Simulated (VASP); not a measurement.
## VASP 6.6.1 run: BN

INCAR

```
LWAVE = .FALSE.
LCHARG = .FALSE.
METAGGA = R2SCAN
IBRION = -1
ISMEAR = 0
SIGMA = 0.01
NBANDS = 11
NELM = 98
ENCUT = 520
LREAL = .FALSE.
ISIF = 2
EDIFF = 1E-7
LASPH = .FALSE.
PREC = Accurate
NSW = 0
ALGO = Normal
```

KPOINTS

```
KPOINTS created by Atomic Simulation Environment
0
Gamma
12 12 12
0 0 0
```

POSCAR

```
B  N
 1.0000000000000000
    -0.0138861666000000    1.8089875530999999    1.8089875530999999
     1.8089875530999999   -0.0138861666000000    1.8089875530999999
     1.8089875530999999    1.8089875530999999   -0.0138861666000000
 B   N
   1   1
Cartesian
  0.0000000000000000  0.0000000000000000  0.0000000000000000
  0.9010222349000001  0.9010222349000001  0.9010222349000002
```

The recommended PBE PAW datasets give the neutral cell 8 valence electrons.

Command

```
mpirun -np 1 vasp_std
```

OSZICAR

```
N       E                     dE             d eps       ncg     rms          rms(c)
DAV:   1     0.761447570634E+01    0.76145E+01   -0.51678E+03  4289   0.745E+02
DAV:   2    -0.218264225495E+02   -0.29441E+02   -0.28558E+02  4962   0.170E+02
DAV:   3    -0.223975190784E+02   -0.57110E+00   -0.57014E+00  4932   0.200E+01
DAV:   4    -0.223982888600E+02   -0.76978E-03   -0.76977E-03  4443   0.815E-01
DAV:   5    -0.223982896099E+02   -0.74984E-06   -0.74984E-06  4779   0.251E-02    0.654E+00
DAV:   6    -0.191671810038E+02    0.32311E+01   -0.18984E+00  4170   0.792E+00    0.351E+00
DAV:   7    -0.191661375298E+02    0.10435E-02   -0.25060E-01  4332   0.372E+00    0.183E+00
DAV:   8    -0.191662898854E+02   -0.15236E-03   -0.42389E-02  4503   0.133E+00    0.167E-01
DAV:   9    -0.191658381936E+02    0.45169E-03   -0.63281E-03  4788   0.534E-01    0.992E-02
DAV:  10    -0.191658175559E+02    0.20638E-04   -0.50069E-04  4506   0.168E-01    0.321E-02
DAV:  11    -0.191658190260E+02   -0.14701E-05   -0.44539E-05  4707   0.519E-02    0.816E-03
DAV:  12    -0.191658196823E+02   -0.65633E-06   -0.11832E-06  4578   0.101E-02    0.157E-03
DAV:  13    -0.191658196610E+02    0.21288E-07   -0.21020E-07  3707   0.303E-03
   1 F= -.19165820E+02 E0= -.19165820E+02  d E =0.000000E+00
```

From OUTCAR

```
k-points           NKPTS =    189   k-points in BZ     NKDIM =    189   number of bands    NBANDS=     11

   NELECT =       8.0000    total number of electrons

   dimension x,y,z NGX =    20 NGY =   20 NGZ =   20
   dimension x,y,z NGXF=    40 NGYF=   40 NGZF=   40

  energy-cutoff  :      520.00
  volume of cell :       11.98
      direct lattice vectors                 reciprocal lattice vectors
    -0.013886167  1.808987553  1.808987553    -0.273235358  0.275348995  0.275348995
     1.808987553 -0.013886167  1.808987553     0.275348995 -0.273235358  0.275348995
     1.808987553  1.808987553 -0.013886167     0.275348995  0.275348995 -0.273235358

 k-points in reciprocal lattice and weights: KPOINTS created by Atomic Simulation Env
   0.00000000  0.00000000  0.00000000       0.001
   0.08333333 -0.00000000 -0.00000000       0.003
   0.16666667 -0.00000000 -0.00000000       0.003
   0.25000000  0.00000000  0.00000000       0.003
   0.33333333  0.00000000 -0.00000000       0.003
   0.41666667  0.00000000 -0.00000000       0.003
   0.50000000  0.00000000  0.00000000       0.002
   0.08333333  0.08333333 -0.00000000       0.003
   ...

 E-fermi :   7.3133

 k-point     1 :       0.0000    0.0000    0.0000
  band No.  band energies     occupation
      1     -14.0587      2.00000
      2       7.0568      2.00000
      3       7.0568      2.00000
      4       7.1023      2.00000
      5      16.4267      0.00000
      6      16.4267      0.00000
      7      16.6757      0.00000
      8      17.9627      0.00000
      9      32.9305      0.00000
     10      35.6467      0.00000
     11      35.6467      0.00000

 k-point     2 :       0.0833   -0.0000   -0.0000
  band No.  band energies     occupation
      1     -13.8867      2.00000
      2       6.1077      2.00000
      3       6.8786      2.00000
      4       6.9153      2.00000
      5      16.6547      0.00000
      6      16.7071      0.00000
      7      17.0091      0.00000
      8      18.5010      0.00000
      9      32.7612      0.00000
     10      33.5114      0.00000
     11      33.6617      0.00000

 k-point     3 :       0.1667   -0.0000   -0.0000
  band No.  band energies     occupation
      1     -13.3780      2.00000
      2       3.9250      2.00000
      3       6.4431      2.00000
      4       6.4683      2.00000
      5      17.0006      0.00000
      6      17.3631      0.00000
      7      17.6602      0.00000
      8      19.9003      0.00000
      9      31.8974      0.00000
     10      32.0549      0.00000
     11      32.3287      0.00000

 k-point     4 :       0.2500    0.0000    0.0000
  band No.  band energies     occupation
      1     -12.5593      2.00000
      2       1.3780      2.00000
      3       5.9375      2.00000
      4       5.9475      2.00000
      5      17.2908      0.00000
      6      17.9949      0.00000
      7      18.2659      0.00000
      8      21.3730      0.00000
      9      31.4637      0.00000
     10      31.6127      0.00000
     11      31.8625      0.00000

 k-point     5 :       0.3333    0.0000   -0.0000
  band No.  band energies     occupation
      1     -11.5022      2.00000
      2      -1.0688      2.00000
      3       5.4999      2.00000
      4       5.5045      2.00000
      5      17.5210      0.00000
      6      18.3214      0.00000
      7      18.5768      0.00000
      8      22.4725      0.00000
      9      31.4637      0.00000
     10      32.2809      0.00000
     11      32.6657      0.00000

 ...

  Total       -0.4349252     -0.4349252     -0.4349252      0.2614888      0.2614888      0.2614888
  in kB      -58.1857253    -58.1857253    -58.1857253     34.9828397     34.9828397     34.9828397
  external PRESSURE =     -58.1857253 kB  Pullay stress =       0.0000000 kB

 POSITION                                       TOTAL-FORCE (eV/Angst)
 -----------------------------------------------------------------------------------
      0.00000      0.00000      0.00000        -0.006513     -0.006513     -0.006513
      0.90102      0.90102      0.90102         0.006513      0.006513      0.006513
 -----------------------------------------------------------------------------------
    total drift:                               -0.000060     -0.000060     -0.000060

  FREE ENERGIE OF THE ION-ELECTRON SYSTEM (eV)
  ---------------------------------------------------
  free  energy   TOTEN  =       -19.1658196610 eV

  energy  without entropy=      -19.1658196610  energy(sigma->0) =      -19.16581966
```

It converged. Results: gap between bands v and c on the k mesh 4.93 eV; least direct gap on the k mesh 9.32 eV; pressure -5.8 GPa. Band v is the last that the valence electrons fill when counted band by band, and c is the next.

For comparison, a separate r²SCAN run of the intended cell, on usual settings and not on those above, gives a gap of 4.93 eV on its mesh and a pressure of -5.8 GPa.

The run above took about 62 s on one core of a shared host (Intel Xeon Platinum 8488C) and held 0.14 GiB at most.
